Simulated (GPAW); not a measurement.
A run of GPAW 26.7.0:

File run.py:

```python
from ase import Atoms
from ase.dft.bandgap import bandgap
from ase.io import write
from ase.units import Bohr, GPa
from gpaw import GPAW, PW, setup_paths
from gpaw.elf import elf_from_dft_calculation

setup_paths.insert(0, '.')

atoms = Atoms(['Te', 'Te', 'Ti'],
              cell=[[3.777, 0.0, 0.0],
                    [-1.8885, 3.2709779501, 0.0],
                    [0.0, 0.0, 6.498]],
              scaled_positions=[[0.3333333333, 0.6666666667, 0.7372],
                                [0.6666666667, 0.3333333333, 0.2628],
                                [0.0, 0.0, 0.0]],
              pbc=True)

calc = GPAW(mode=PW(510),
            xc='PBEsol',
            kpts={'size': (4, 4, 2), 'gamma': True},
            occupations={'name': 'fermi-dirac', 'width': 0.01},
            nbands=24,
            convergence={'density': 1e-05, 'energy': 1e-05},
            maxiter=150,
            txt='gpaw.txt')
atoms.calc = calc
energy = atoms.get_potential_energy()
forces = atoms.get_forces()
stress = atoms.get_stress()
calc.write('gs.gpw')
write('result.traj', atoms)
print(f'Energy: {energy:.6f} eV')
print('Forces (eV/A):')
print(forces.round(4))
print('Stress (GPa):', (stress / GPa).round(3))
print('Fermi level:', round(calc.get_fermi_level(), 4), 'eV')
print(f'Gap: {bandgap(calc)[0]:.4f} eV, direct: {bandgap(calc, direct=True)[0]:.4f} eV')

# fields on the real-space grid
write('density.cube', atoms, data=calc.get_pseudo_density() * Bohr**3)
write('potential.cube', atoms, data=calc.get_electrostatic_potential())
write('elf.cube', atoms, data=elf_from_dft_calculation(calc).data)
```

Potentials or basis: PAW data sets generated in the run's folder for this functional, pw.

Command:

```console
$ gpaw-setup -f PBEsol Te Ti
$ OMP_NUM_THREADS=1 python run.py
```

Hardware: 1 thread of Arm Neoverse V2, with other jobs on the host.

Q: Estimate the wall time of this run.

A: Run time: 11 s on 1 thread of Arm Neoverse V2 (shared host), peak memory 0.15 GiB. Counts: scf iterations 11, plane waves 2118, bands 24, k points 8.
